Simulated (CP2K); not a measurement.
Crystal: Ag.

```
Ag
1.0
     2.88888    0.00000    0.00000
     1.44444    2.50185    0.00000
     1.44444    0.83395    2.35876
Ag
1
Direct
  0.00000 0.00000 0.00000
```

Base run:

* Program: CP2K 2026.2
* Functional: WC
* Potentials or basis: POTENTIAL_UZH Ag GTH-PBE-q11; TZVP-MOLOPT-PBE-GTH basis
* Density cutoff: 9184 eV
* k mesh: 11 × 11 × 11
* Occupations: fermi-dirac, width 0.05 eV
* Spin: no spin polarisation

Its results: band gap on the k mesh none (metal or under the smearing width); pressure -1.3 GPa.

Problem. The run is repeated on the same cell with these changes: functional from WC to LDA. What comes out?

Solution. Band gap on the k mesh none (metal or under the smearing width); pressure -5.4 GPa.

LDA binds more tightly than WC, so the same cell stands under less pressure.

Caveats: the potentials were made for another functional, which shifts forces and pressure; the basis of atomic orbitals isn't converged, which shifts pressures, moduli and gaps.
